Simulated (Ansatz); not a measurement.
**Bi: pressure against volume**

One table from this session's results is given with a row withheld; the runs are named, their logs left out.

Method: DFT PBE, scalar-relativistic, in Ansatz 0.2.0.

### Starting point

The structure is monoclinic, space group C2/m (No. 12). The conventional cell has a = 6.673 Å, b = 6.111 Å, c = 3.300 Å, α = 90.00°, β = 110.41°, γ = 90.00°. Bi (site symmetry m) is surrounded by 6 Bi at 3.15 to 3.31 Å.

As a file:

```cif
data_structure
_symmetry_space_group_name_H-M 'C2/m'
_symmetry_Int_Tables_number 12
_cell_length_a 6.6726
_cell_length_b 6.1108
_cell_length_c 3.3001
_cell_angle_alpha 90.000
_cell_angle_beta 110.412
_cell_angle_gamma 90.000
_cell_volume 126.11
loop_
_atom_site_label
_atom_site_type_symbol
_atom_site_symmetry_multiplicity
_atom_site_Wyckoff_symbol
_atom_site_fract_x
_atom_site_fract_y
_atom_site_fract_z
_atom_site_occupancy
Bi1 Bi 4 i 0.75180 0.50000 0.14900 1
```

The file gives the conventional cell by its symmetry; the runs use the cell typed in the input.

Structure: COD 8100521, as refined from experiment and not relaxed.

Atoms are numbered in the order of the input: Bi1, Bi2.

Set-up of the first run:

File input.yaml:

```yaml
crystal:
  lattice:
    - [3.2687529035, -2.9935579811, 0.0]
    - [3.2687529035, 2.9935579811, 0.0]
    - [-1.1276838925, 0.0, 3.0303087698]
  atoms:
    - { symbol: Bi, position: [0.2518, 0.2518, 0.149] }
    - { symbol: Bi, position: [0.7482, 0.7482, 0.851] }
kpoints:
  mp_grid: { grid: [8, 8, 11] }
scf:
  occupations: { method: fermi_dirac, width: 0.05 }
hamiltonian:
  xc: pbe
  pseudopotentials: { kind: all_electron, lapw: { basis_error: 0.00025 } }
output:
  forces: true
  stress: true
  eigenvalues: true
```

Command:

```bash
$ ansatz run input.yaml --threads 1 --pin off --max-ram 3072MiB --backend cpu --events-out ev --progress --plain --runs-dir out
```

Among the steps run: Volume × 0.9405, LAPW; Volume × 0.9405, PAW; Volume × 0.9405, crystal datasets; Volume × 0.97, LAPW; Volume × 0.97, PAW; Volume × 1.03, LAPW; Volume × 1.03, PAW; Volume × 1.06, LAPW; Volume × 1.06, PAW; Volume × 1.06, crystal datasets.

One of the session's tables, all rows but one given; the rest of the session is left out.

It belongs to the step «Fits». 

```
          method  volume (Å³/atom)  pressure (GPa)  largest force (eV/Å)
            LAPW            29.652            8.79                 0.005
            LAPW            30.582               ?                     ?
            LAPW            31.528            4.09                 0.069
            LAPW            32.474            2.24                 0.097
            LAPW            33.420            0.66                 0.122
             PAW            29.652            8.76                 0.005
             PAW            30.582            6.25                 0.038
             PAW            31.528            4.07                 0.070
             PAW            32.474            2.22                 0.098
             PAW            33.420            0.64                 0.123
crystal datasets            29.652            8.79                 0.005
crystal datasets            31.528            4.09                 0.069
crystal datasets            33.420            0.66                 0.122
```

Estimate the missing values for LAPW, 30.582.

The run gave: pressure (GPa): 6.27; largest force (eV/Å): 0.037. In the column «pressure (GPa)» it lies between PAW, 30.582 (6.25) and PAW, 29.652 (8.76).

To keep in mind: Warnings in the runs' records: gradients without spin orbit, crystal datasets made.
